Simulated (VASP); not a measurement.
# P (Cmce) in VASP: notebook

The runs below take P through evGW0 quasiparticle levels, with PBE.

All numbers are computed with VASP 6.6.1; they aren't measurements. Logs are shortened: lines on timing, memory, paths and dates and some standing lists are left out, and cuts for length are marked.

### Step 1. Starting point

The structure is orthorhombic, space group Cmce (No. 64). The conventional cell has a = 3.295 Å, b = 10.930 Å, c = 4.544 Å, α = 90.00°, β = 90.00°, γ = 90.00°. P (site symmetry m) is surrounded by 3 P at 2.20 to 2.25 Å.

### Step 2. EvGW0 quasiparticle levels, PBE

POSCAR reads:

```
P
1.0
    1.6477431241     -5.4650377251      0.0000000000
    1.6477431241      5.4650377251      0.0000000000
    0.0000000000      0.0000000000      4.5436355900
P
4
Direct
    0.9041431300      0.0958568700      0.5888151700
    0.0958568700      0.9041431300      0.4111848300
    0.5958568700      0.4041431300      0.0888151700
    0.4041431300      0.5958568700      0.9111848300
```

INCAR.step1 reads:

```
SYSTEM = P
PREC = Accurate
ENCUT = 500
EDIFF = 1E-8
ISMEAR = 0
SIGMA = 0.01
LREAL = .FALSE.
LASPH = .TRUE.
NELM = 100
ALGO = Normal
LWAVE = .TRUE.
LCHARG = .FALSE.
GGA = PE
KPAR = 4
```

INCAR.step2 reads:

```
SYSTEM = P
PREC = Accurate
ENCUT = 500
EDIFF = 1E-8
ISMEAR = 0
SIGMA = 0.01
LREAL = .FALSE.
LASPH = .TRUE.
NELM = 1
ALGO = Exact
LWAVE = .TRUE.
LCHARG = .FALSE.
GGA = PE
NBANDS = 351
LOPTICS = .TRUE.
ISTART = 1
KPAR = 4
```

INCAR.step3 reads:

```
SYSTEM = P
PREC = Accurate
ENCUT = 500
EDIFF = 1E-8
ISMEAR = 0
SIGMA = 0.01
LREAL = .FALSE.
LASPH = .TRUE.
ALGO = EVGW0
LWAVE = .FALSE.
LCHARG = .FALSE.
GGA = PE
NELMGW = 4
NBANDS = 351
ENCUTGW = 150
NOMEGA = 50
PRECFOCK = Fast
ISTART = 1
NBANDSGW = 18
KPAR = 4
```

KPOINTS reads:

```
Automatic mesh
0
G
  4 4 2
  0 0 0
```

Potentials or basis: VASP PAW PBE potentials, release 64 (P_GW).

Run with:

```bash
$ cat potpaw_PBE.64/P_GW/POTCAR > POTCAR
$ cp INCAR.step1 INCAR
$ mpirun -np 4 vasp_std > vasp.out
$ cp INCAR.step2 INCAR
$ mpirun -np 4 vasp_std > vasp.out
$ cp INCAR.step3 INCAR
$ mpirun -np 4 vasp_std > vasp.out
```

OUTCAR:

```text
SYSTEM = P
   PREC = Accurate
   ENCUT = 500
   EDIFF = 1E-8
   ISMEAR = 0
   LREAL = .FALSE.
   LASPH = .TRUE.
   GGA = PE
   NELMGW = 4
   ENCUTGW = 150
   PRECFOCK = Fast
   ISTART = 1

 ion  position               nearest neighbor table
   1  0.904  0.096  0.589-   4 2.20   4 2.20   2 2.25
   2  0.096  0.904  0.411-   3 2.20   3 2.20   1 2.25
   3  0.596  0.404  0.089-   2 2.20   2 2.20   4 2.25
   4  0.404  0.596  0.911-   1 2.20   1 2.20   3 2.25

  LATTYP: Found a base centered orthorhombic cell.
 ALAT       =     3.2954862482
 B/A-ratio  =     3.3166806435
 C/A-ratio  =     1.3787451222

  Lattice vectors:

 A1 = (   1.6477431241,  -5.4650377251,   0.0000000000)
 A2 = (   1.6477431241,   5.4650377251,   0.0000000000)
 A3 = (   0.0000000000,   0.0000000000,   4.5436355900)

Analysis of symmetry for initial positions (statically):
=====================================================================
 Subroutine PRICEL returns:
 Original cell was already a primitive cell.

 Routine SETGRP: Setting up the symmetry group for a
 base centered orthorhombic supercell.

 Subroutine GETGRP returns: Found  8 space group operations
 (whereof  4 operations were pure point group operations)
 out of a pool of  8 trial point group operations.

The static configuration has the point symmetry C_2h.
 The point group associated with its full space group is D_2h.

Analysis of symmetry for dynamics (positions and initial velocities):
=====================================================================
 Subroutine PRICEL returns:
 Original cell was already a primitive cell.

 Routine SETGRP: Setting up the symmetry group for a
 base centered orthorhombic supercell.

 Subroutine GETGRP returns: Found  8 space group operations
 (whereof  4 operations were pure point group operations)
 out of a pool of  8 trial point group operations.

The dynamic configuration has the point symmetry C_2h.
 The point group associated with its full space group is D_2h.

 Subroutine INISYM returns: Found  8 space group operations
 (whereof  4 operations are pure point group operations),
 and found     1 'primitive' translations

----------------------------------------------------------------------------------------

                                     Primitive cell

  volume of cell :      81.8307

  direct lattice vectors                    reciprocal lattice vectors
     1.647743124 -5.465037725  0.000000000     0.303445357 -0.091490677  0.000000000
     1.647743124  5.465037725  0.000000000     0.303445357  0.091490677  0.000000000
     0.000000000  0.000000000  4.543635590     0.000000000  0.000000000  0.220088073

  length of vectors
     5.708037731  5.708037731  4.543635590     0.316937894  0.316937894  0.220088073

  position of ions in fractional coordinates (direct lattice)
     0.904143130  0.095856870  0.588815170
     0.095856870  0.904143130  0.411184830
     0.595856870  0.404143130  0.088815170
     0.404143130  0.595856870  0.911184830

  ion indices of the primitive-cell ions
   primitive index   ion index
                 1           1
                 2           2
                 3           3
                 4           4

----------------------------------------------------------------------------------------

 KPOINTS: Automatic mesh

Automatic generation of k-mesh.
 Grid dimensions read from file:
 generate k-points for:    4    4    2

 Generating k-lattice:

  Cartesian coordinates                     Fractional coordinates (reciprocal lattice)
     0.075861339 -0.022872669  0.000000000     0.250000000 -0.000000000  0.000000000
     0.075861339  0.022872669  0.000000000    -0.000000000  0.250000000  0.000000000
     0.000000000  0.000000000  0.110044036     0.000000000  0.000000000  0.500000000

  Length of vectors
     0.079234473  0.079234473  0.110044036

  Shift w.r.t. Gamma in fractional coordinates (k-lattice)
     0.000000000  0.000000000  0.000000000

 Subroutine IBZKPT returns following result:
 ===========================================

 Found     14 irreducible k-points:

 Following reciprocal coordinates:
            Coordinates               Weight
  0.000000  0.000000  0.000000      1.000000
  0.250000  0.000000  0.000000      4.000000
  0.500000  0.000000  0.000000      2.000000
  0.250000  0.250000  0.000000      2.000000
  0.500000  0.250000  0.000000      4.000000
 -0.250000  0.250000  0.000000      2.000000
  0.500000  0.500000  0.000000      1.000000
  0.000000  0.000000  0.500000      1.000000
  0.250000  0.000000  0.500000      4.000000
  0.500000  0.000000  0.500000      2.000000
  0.250000  0.250000  0.500000      2.000000
  0.500000  0.250000  0.500000      4.000000
 -0.250000  0.250000  0.500000      2.000000
  0.500000  0.500000  0.500000      1.000000
   k-points           NKPTS =     14   k-points in BZ     NKDIM =     32   number of bands    NBANDS=    351
   number of dos      NEDOS =    301   number of ions     NIONS =      4
   total plane-waves  NPLWV =  63504
   dimension x,y,z NGX =    42 NGY =   42 NGZ =   36
   dimension x,y,z NGXF=    84 NGYF=   84 NGZF=   72
   ions per type =               4
   NGX,Y,Z   is equivalent  to a cutoff of  12.23, 12.23, 13.17 a.u.
   NGXF,Y,Z  is equivalent  to a cutoff of  24.46, 24.46, 26.34 a.u.
 SYSTEM =  P
   PREC   = accura    normal or accurate (medium, high low for compatibility)
   ISTART =      1    job   : 0-new  1-cont  2-samecut
   ICHARG =      0    charge: 1-file 2-atom 10-const
   ISPIN  =      1    spin polarized calculation?
   LNONCOLLINEAR =      F non collinear calculations
   LSORBIT =      F    spin-orbit coupling
   LASPH  =      T    aspherical Exc in radial PAW
   ENCUT  =  500.0 eV  36.75 Ry    6.06 a.u.  10.41 10.41  8.28*2*pi/ulx,y,z
   NELM   =     60;   NELMIN=  2; NELMDL=  0     # of ELM steps
   EDIFF  = 0.1E-07   stopping-criterion for ELM
   LREAL  =      F    real-space projection
   EDIFFG = 0.1E-06   stopping-criterion for IOM
   NSW    =      0    number of steps for IOM
   IBRION =     -1    ionic relax: 0-MD 1-quasi-New 2-CG
   NFREE  =      0    steps in history (QN), initial steepest desc. (CG)
   ISIF   =      0    stress and relaxation
   ISYM   =      3    0-nonsym 1-usesym 2-fastsym
   POTIM  = 0.5000    time-step for ionic-motion
   TEBEG  =    0.0;   TEEND  =   0.0 temperature during run
   PSTRESS=    0.0 pullay stress
   NELECT =      20.0000    total number of electrons
   NUPDOWN=      -1.0000    fix difference up-down
   EMIN   =  10.00;   EMAX   =-10.00  energy-range for DOS
   EFERMI =   0.00;   METHOD = LEGACY
   ISMEAR =     0;   SIGMA  =   0.01  broadening in eV -4-tet -1-fermi 0-gaus
   EFERMI_NEDOS =   21; number of points for ismear=-14 and -15
   IALGO  =     38    algorithm
   IMIX   =      4    mixing-type and parameters
     AMIX     =   0.40;   BMIX     =  1.00
     AMIX_MAG =   1.60;   BMIX_MAG =  1.00
  volume/ion in A,a.u.               =      20.46       138.06
  Fermi-wavevector in a.u.,A,eV,Ry     =   1.023559  1.934246 14.254450  1.047673
  Thomas-Fermi vector in A             =   2.157299
   LORBIT       =      0    0 simple, 1 ext, 2 COOP (PROOUT), +10 PAW based schemes
   GGA     = PE    functional components
   LHFCALC =     T    Hartree Fock is set to
   PRECFOCK=fast      Normal, Fast or Accurate (Low or Medium for compatibility)
   ENCUT4O =  -1.0   cutoff for four orbital integrals eV
   NKREDX  =     1    reduce k-point grid by
   NKREDY  =     1    reduce k-point grid by
   NKREDZ  =     1    reduce k-point grid by
   AEXX    =    1.0000 exact exchange contribution
   HFSCREEN=    0.0000 screening length (either q_TF or 0.3 A-1)
   HFSCREENC=   0.0000 screening length for correlation (either q_TF or 0.3 A-1)
   ENCUTFOCK=  -1.0 apply spherical cutoff to Coloumb kernel
   IVDW    =     0    specifies the selected vdW correction
   LEPSILON=     F    determine dielectric tensor
   LRPA    =     F    only Hartree local field effects (RPA)
   LRPAFORCE           =     F    calculate RPA forces
   ENCUTGW             = 150.0    cutoff for response function in eV
   ENCUTGWSOFT         = 120.0    soft cutoff for Coulomb kernel in GW response function in eV
   ENCUTLF             =  -1.0    cutoff for local field effects
   NELMGW              =     4    number of iterations in solving QP/BSE equation
   NELMHF              =     1    number of iterations in the inner HF iteration
   NKREDLFX            =     1    NKREDLFY  =   1   NKREDLFZ  =   1
 non-spin polarized calculation
 Gauss-broadening in eV      SIGMA  =   0.01
  energy-cutoff  :      500.00
  volume of cell :       81.83
 maximum number of plane-waves:      2101
 NGX is ok and might be reduce to    42
  NGX = 24; NGY = 24; NGZ = 18
   NGX = 21   NGY = 21   NGZ = 17
 maximum number of plane-waves:       353

 QP shifts <psi_nk| G(iteration)W_0 |psi_nk>: iteration 1
 for sc-GW calculations column KS-energies equals QP-energies in previous step
 and V_xc(KS)=  KS-energies - (<T + V_ion + V_H > + <T+V_H+V_ion>^1  + <V_x>^1)

 k-point   1 :       0.0000    0.0000    0.0000
  band No.  KS-energies  QP-energies   sigma(KS)   V_xc(KS)     V^pw_x(r,r')   Z            occupation Imag(sigma)

      1     -10.3540     -10.7219     -12.6412     -12.0555     -20.1361       0.6280       2.0000       1.3809
      2      -7.6130      -8.0254     -13.1456     -12.5166     -19.4424       0.6558       2.0000       0.9633
      3      -4.3123      -4.7263     -13.0897     -12.4664     -18.0708       0.6642       2.0000       0.5409
      4      -1.2914      -1.8341     -11.9666     -11.1881     -15.3076       0.6970       2.0000       0.2758
      5       0.5479       0.1290     -12.9562     -12.3446     -16.0588       0.6851       2.0000       0.2032
      6       0.5974       0.0788     -11.4563     -10.7147     -14.2485       0.6994       2.0000       0.1688
[... 284 lines left out ...]
      5       2.1637       1.6815     -13.3945     -12.7219     -15.2359       0.7168       2.0000       0.0327
      6       2.1637       1.6815     -13.3945     -12.7219     -15.2359       0.7168       2.0000       0.0327
[... 10 lines left out ...]
     17      11.1960      11.3162     -10.2547     -10.4115      -4.9394       0.7668       0.0000      -0.1811
     18      11.1960      11.3162     -10.2547     -10.4115      -4.9394       0.7668       0.0000      -0.1811

 QP shifts <psi_nk| G(iteration)W_0 |psi_nk>: iteration 2

 k-point   1 :       0.0000    0.0000    0.0000
  band No. old QP-enery  QP-energies   sigma(KS)   T+V_ion+V_H  V^pw_x(r,r')   Z            occupation Imag(sigma)

      1     -10.7219     -10.8669     -12.6542       1.7015     -20.1361       0.6282       2.0000       1.3577
      2      -8.0254      -8.1644     -13.1413       4.9037     -19.4424       0.6549       2.0000       0.9509
      3      -4.7263      -4.8581     -13.0795       8.1541     -18.0708       0.6622       2.0000       0.5292
      4      -1.8341      -1.9666     -11.9208       9.8967     -15.3076       0.6975       2.0000       0.2819
      5       0.1290       0.0090     -12.9387      12.8926     -16.0588       0.6853       2.0000       0.1986
      6       0.0788      -0.0483     -11.4150      11.3121     -14.2485       0.6994       2.0000       0.1737
[... 284 lines left out ...]
      5       1.6815       1.5767     -13.3500      14.8856     -15.2359       0.7181       2.0000       0.0309
      6       1.6815       1.5767     -13.3500      14.8856     -15.2359       0.7181       2.0000       0.0309
[... 10 lines left out ...]
     17      11.3162      11.3212     -10.2848      21.6075      -4.9394       0.7660       0.0000      -0.1847
     18      11.3162      11.3212     -10.2848      21.6075      -4.9394       0.7660       0.0000      -0.1847

 QP shifts <psi_nk| G(iteration)W_0 |psi_nk>: iteration 3

 k-point   1 :       0.0000    0.0000    0.0000
  band No. old QP-enery  QP-energies   sigma(KS)   T+V_ion+V_H  V^pw_x(r,r')   Z            occupation Imag(sigma)

      1     -10.8669     -10.9153     -12.6455       1.7015     -20.1361       0.6278       2.0000       1.3620
      2      -8.1644      -8.2072     -13.1335       4.9037     -19.4424       0.6548       2.0000       0.9544
      3      -4.8581      -4.8968     -13.0707       8.1541     -18.0708       0.6624       2.0000       0.5312
      4      -1.9666      -1.9998     -11.9108       9.8967     -15.3076       0.6982       2.0000       0.2844
      5       0.0090      -0.0225     -12.9296      12.8926     -16.0588       0.6851       2.0000       0.1999
      6      -0.0483      -0.0793     -11.4047      11.3121     -14.2485       0.6995       2.0000       0.1761
[... 284 lines left out ...]
      5       1.5767       1.5520     -13.3433      14.8856     -15.2359       0.7185       2.0000       0.0303
      6       1.5767       1.5520     -13.3433      14.8856     -15.2359       0.7185       2.0000       0.0303
[... 10 lines left out ...]
     17      11.3212      11.3194     -10.2886      21.6075      -4.9394       0.7662       0.0000      -0.1854
     18      11.3212      11.3194     -10.2886      21.6075      -4.9394       0.7662       0.0000      -0.1854

 QP shifts <psi_nk| G(iteration)W_0 |psi_nk>: iteration 4

 k-point   1 :       0.0000    0.0000    0.0000
  band No. old QP-enery  QP-energies   sigma(KS)   T+V_ion+V_H  V^pw_x(r,r')   Z            occupation Imag(sigma)

      1     -10.9153     -10.9303     -12.6407       1.7015     -20.1361       0.6279       2.0000       1.3653
      2      -8.2072      -8.2199     -13.1302       4.9037     -19.4424       0.6547       2.0000       0.9566
      3      -4.8968      -4.9077     -13.0674       8.1541     -18.0708       0.6622       2.0000       0.5325
      4      -1.9998      -2.0083     -11.9086       9.8967     -15.3076       0.6981       2.0000       0.2851
      5      -0.0225      -0.0307     -12.9270      12.8926     -16.0588       0.6852       2.0000       0.2006
      6      -0.0793      -0.0869     -11.4023      11.3121     -14.2485       0.6991       2.0000       0.1768
[... 283 lines left out ...]
      4      -4.4749      -4.4853     -12.1306       7.6403     -17.0902       0.6721       2.0000       0.6348
      5       1.5520       1.5458     -13.3422      14.8856     -15.2359       0.7199       2.0000       0.0301
      6       1.5520       1.5458     -13.3422      14.8856     -15.2359       0.7199       2.0000       0.0301
[... 10 lines left out ...]
     17      11.3194      11.3185     -10.2892      21.6075      -4.9394       0.7661       0.0000      -0.1855
     18      11.3194      11.3185     -10.2892      21.6075      -4.9394       0.7661       0.0000      -0.1855
```

Wall time 16 min (4 MPI ranks of Intel Xeon Platinum 8488C (Sapphire Rapids), shared host); peak memory 1.6 GiB.

What came out:

```
Band gap on the k mesh, mean-field level : 0.09 eV, direct
Quasiparticle gap                        : 0.55 eV
Least direct quasiparticle gap           : 0.55 eV
```

Quasiparticle gap after each update of the energies (eV): 0.47, 0.54, 0.55, 0.55

Caveat: the k mesh is coarse (spacing up to 0.69 Å⁻¹), so the values aren't converged; bands, screening cutoff and mesh are small and nothing is extrapolated, so the quasiparticle values aren't converged.

(Part 1 of 2 ends here.)
